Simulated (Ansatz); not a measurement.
# Mg3Zn5O8 (Zn on 62 % of the Mg sites, one arrangement): which shell does photoemission see at 21.2 and 600 eV? (LDA, PAW set soft_1)

The valence band of Mg3Zn5O8 (Zn on 62 % of the Mg sites, one arrangement) mixes several shells. Work out by hand which one leads the spectrum's area at each photon energy.

Filled states come from the projected DOS of Ansatz 0.2.0 (LDA, plane waves); cross sections σ and asymmetry parameters β are those of free atoms in a Dirac–Hartree–Slater calculation. A shell's area is states × σ × angular factor, which is 1 − β·P₂(cos θ)/2 for unpolarised light, with θ = 54.7° from the beam and P₂ = 0.001.

**At 21.2 eV** (states counted from 11.2 eV below the zero; other shells add 0.24 to the products' sum of 138):

| shell | filled states a cell | cross section (Mb an electron) | β | angular factor | product | share by hand (%) | share in the simulated spectrum (%) |
| --- | --- | --- | --- | --- | --- | --- | --- |
| Zn 3d | 49.61 | 0.394 | 0.01 | 1.00 | 19.6 | 14 | 14 |
| O 2s | 0.90 | 0 | 0.00 | 1.00 | 0 | 0 | 0 |
| O 2p | 43.31 | 2.73 | 0.81 | 1.00 | 118 | 86 | 86 |

**At 600 eV** (states counted from 20.0 eV below the zero; other shells add 0.0085 to the products' sum of 1.26):

```
shell  filled states a cell  cross section (Mb an electron)     β  angular factor  product  share by hand (%)  share in the simulated spectrum (%)
Zn 3d                 49.95                          0.0212  1.21            1.00     1.06                 84                                   84
 O 2s                 14.98                         0.00906  2.00            1.00    0.136                 11                                   11
 O 2p                 43.36                         0.00144  0.91            1.00   0.0624                  5                                    5
```

O 2p leads at 21.2 eV and Zn 3d at 600 eV. Between the two energies σ of O 2p changes by a factor 5.3e-4 and that of Zn 3d by 0.054, so their ratio moves 102-fold in favour of the second. The simulated spectrum uses the same rule on the energy-resolved DOS, so the two share columns agree within a few points.

Only crystals where the two columns agree within 4 points and the lead is clear are worked in this form. Free-atom cross sections ignore the solid's final states, no escape depth or background enters, and the count of states a shell hangs on the projection.

[Logs are printed without paths, hosts, clocks, repeated set-up lines and the standing remarks that a program may print on its own settings, such as how far it seeks lower states.]
